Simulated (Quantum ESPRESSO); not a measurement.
## TiSe: equation of state with r2SCAN

The system is TiSe.

```
Se Ti
1.0
     3.55900    0.00000    0.00000
    -1.77950    3.08218    0.00000
     0.00000    0.00000    6.22000
Se Ti
2 2
Direct
  0.66667 0.33333 0.75000
  0.33333 0.66667 0.25000
  0.00000 0.00000 0.50000
  0.00000 0.00000 0.00000
```

```json
{
 "Program": "Quantum ESPRESSO 7.5",
 "Task": "equation of state",
 "Functional": "r2SCAN",
 "Potentials or basis": "SG15 PBE 1.2",
 "Cutoff": "952 eV",
 "Density cutoff": "3810 eV",
 "k mesh": "6 × 6 × 4",
 "Occupations": "fermi-dirac, width 0.05 eV",
 "Spin": "no spin polarisation"
}
```

- Equilibrium volume: 17.58 Å³/atom
- Bulk modulus at fixed shape and positions: 117 GPa
- Pressure derivative of the bulk modulus: 4.4

Energy against volume, from the lowest point:
```
volume (Å³/atom)  energy (meV/atom)
          16.034              57.81
          16.375              33.60
          16.716              16.38
          17.058               5.45
          17.399               0.18
          17.740               0.00
          18.081               4.41
```

All runs of the series together: 42 min on 2 threads of Arm Neoverse V2, with other jobs on the host.

Caveat: the potentials were made for another functional, which shifts forces and pressure; the cell was scaled at fixed shape and fractional positions, which overstates the stiffness of a crystal with free parameters, most of all of layers and chains.
